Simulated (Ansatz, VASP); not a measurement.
**Two plane-wave programs on KF (Carobbiite)**

```
K F
1.0
     0.00000    2.67185    2.67185
     2.67185    0.00000    2.67185
     2.67185    2.67185    0.00000
K F
1 1
Direct
  0.00000 0.00000 0.00000
  0.50000 0.50000 0.50000
```

Alike in both runs: task relaxation of cell and atoms; functional BLYP; k mesh 9 × 9 × 9; occupations fermi-dirac, width 0.05 eV; no spin polarisation.

|  | VASP | Ansatz |
| --- | --- | --- |
| version | VASP 6.6.1 | Ansatz 0.2.0 |
| potentials or method | VASP PAW PBE potentials, release 64 (K_sv, F) | Ansatz PAW |
| plane-wave cutoff (eV) | 600 | 420 |
| valence electrons in the cell | 16 | 16 |

|  | VASP | Ansatz | Ansatz less VASP |
| --- | --- | --- | --- |
| gap on the k mesh at the Fermi level, each at its own relaxed structure (eV) | 5.88 | 5.89 | +0.010 |
| relaxed volume (Å³/atom) | 20.36 | 20.35 | -0.011 |
| relaxed cell length with the largest relative difference (Å) | 3.861 | 3.861 | -0.0007 |
| energy change over the relaxation (meV/atom) | -8 | -8 | +0.2 |

Caveats: the PAW data sets were made with another functional, which shifts forces and pressure a little (VASP); an odd mesh through Γ misses points on the zone boundary, where band edges often lie (VASP); odd divisions of the mesh miss points on the zone boundary, where band edges often lie, so the gap on the mesh can be too wide (Ansatz); the plane-wave basis is chosen anew once the cell has moved, so the energies of steps on either side of that aren't comparable (Ansatz); the pressure holds a Pulay correction of +0.4 GPa for the finite cutoff (Ansatz); the PAW data sets come from PBE, with cores solved anew for the run's functional, which leaves a small shift of forces and pressure (Ansatz). Zero-point motion and thermal expansion aren't in these numbers.
